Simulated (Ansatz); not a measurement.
SnO:

```
Sn O
1.0
     3.81370    0.00000    0.00000
     0.00000    3.81370    0.00000
     0.00000    0.00000    4.88691
Sn O
2 2
Direct
  0.50000 0.00000 0.76463
  0.00000 0.50000 0.23537
  0.00000 0.00000 0.00000
  0.50000 0.50000 0.00000
```

The cell is a database's computed one.

```yaml
Program: Ansatz 0.2.0
Task: relaxation of cell and atoms
Functional: PBE
Potentials_or_basis: Ansatz PAW
Cutoff: "420 eV (not typed: the program's choice for these potentials)"
k_mesh: 7 × 7 × 6
Occupations: fermi-dirac, width 0.05 eV
Spin: no spin polarisation
```

At the start: volume 17.77 Å³/atom.

Question: How do energy, volume and symmetry change on relaxing?

Answer: It ends after 10 steps and the volume is 18.95 Å³/atom (+6.7 %); space group P4/nmm (No. 129, to 0.05 Å).

Step by step:
```csv
step,energy change (eV),largest force (eV/Å),volume (Å³)
1,0.0000,0.3713,71.08
2,-0.0181,0.1248,75.39
3,-0.0210,0.0968,74.69
4,-0.0212,0.0003,74.84
5,-0.0347,0.0031,74.84
6,-0.0339,0.0028,75.38
7,-0.0332,0.0010,75.67
8,-0.0353,0.0003,75.67
9,-0.0350,0.0001,75.81
10,-0.0354,0.0002,75.81
```

Final structure:
```yaml
crystal:
  lattice:
    - [3.86828, 0.00000, 0.00000]
    - [0.00000, 3.86828, 0.00000]
    - [0.00000, 0.00000, 5.06653]
  atoms:
    - { symbol: Sn, position: [0.50000, 0.00000, 0.77123] }
    - { symbol: Sn, position: [0.00000, 0.50000, 0.22877] }
    - { symbol: O, position: [0.00000, 0.00000, 0.00000] }
    - { symbol: O, position: [0.50000, 0.50000, 0.00000] }
```

Caveat: the plane-wave basis is chosen anew once the cell has moved, so the energies of steps on either side of that aren't comparable; the pressure holds a Pulay correction of +0.4 GPa for the finite cutoff.
